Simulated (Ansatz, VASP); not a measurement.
# One calculation of KBr, two programs

INCAR

```
SYSTEM = KBr
PREC = Accurate
ENCUT = 520
EDIFF = 1E-7
ISMEAR = -1
SIGMA = 0.05
LREAL = .FALSE.
LASPH = .TRUE.
NELM = 100
ALGO = Normal
ISIF = 2
LWAVE = .FALSE.
LCHARG = .FALSE.
GGA = PE
NBANDS = 15
```

The input KPOINTS:

```
regular mesh
0
G
  7 7 7
  0 0 0
```

File POSCAR:

```
KBr
1.0
    4.0434990000      0.0000000000      0.0000000000
    0.0000000000      4.0434990000      0.0000000000
    0.0000000000      0.0000000000      4.0434990000
Br K
1 1
Direct
    0.5003820000      0.4947430000      0.5022820000
   -0.0011620000     -0.0002160000     -0.0234900000
```

File input.yaml:

```yaml
crystal:
  lattice:
    - [4.043499, 0.0, 0.0]
    - [0.0, 4.043499, 0.0]
    - [0.0, 0.0, 4.043499]
  atoms:
    - { symbol: Br, position: [0.500382, 0.494743, 0.502282] }
    - { symbol: K, position: [-0.001162, -0.000216, -0.02349] }
hamiltonian:
  xc: pbe
  pseudopotentials: { kind: paw }
kpoints:
  mp_grid: { grid: [7, 7, 7] }
scf:
  occupations: { method: fermi_dirac, width: 0.05 }
output:
  forces: true
  stress: true
  eigenvalues: true
```

Change from the starting cell: atoms moved at random, drawn with an rms of 0.05 Å.

Alike in both runs: task single point; functional PBE; k mesh 7 × 7 × 7; occupations fermi-dirac, width 0.05 eV; no spin polarisation.

|  | VASP | Ansatz |
| --- | --- | --- |
| version | VASP 6.6.1 | Ansatz 0.2.0 |
| potentials or method | VASP PAW PBE potentials, release 64 (Br, K_sv) | Ansatz PAW |
| plane-wave cutoff (eV) | 520 | 420 |
| valence electrons in the cell | 16 | 16 |

```tsv
	VASP	Ansatz	Ansatz less VASP
gap on the k mesh at the Fermi level (eV)	3.89	3.89	+0.001
least direct gap on the mesh (eV)	4.13	4.13	+0.001
pressure (GPa)	0.0	0.0	-0.03
rms of the force components (eV/Å)	0.034	0.033	-0.0007
```

Atom by atom the forces differ by 0.001 eV/Å (rms over components).

Caveats: an odd mesh through Γ misses points on the zone boundary, where band edges often lie (VASP); odd divisions of the mesh miss points on the zone boundary, where band edges often lie, so the gap on the mesh can be too wide (Ansatz).
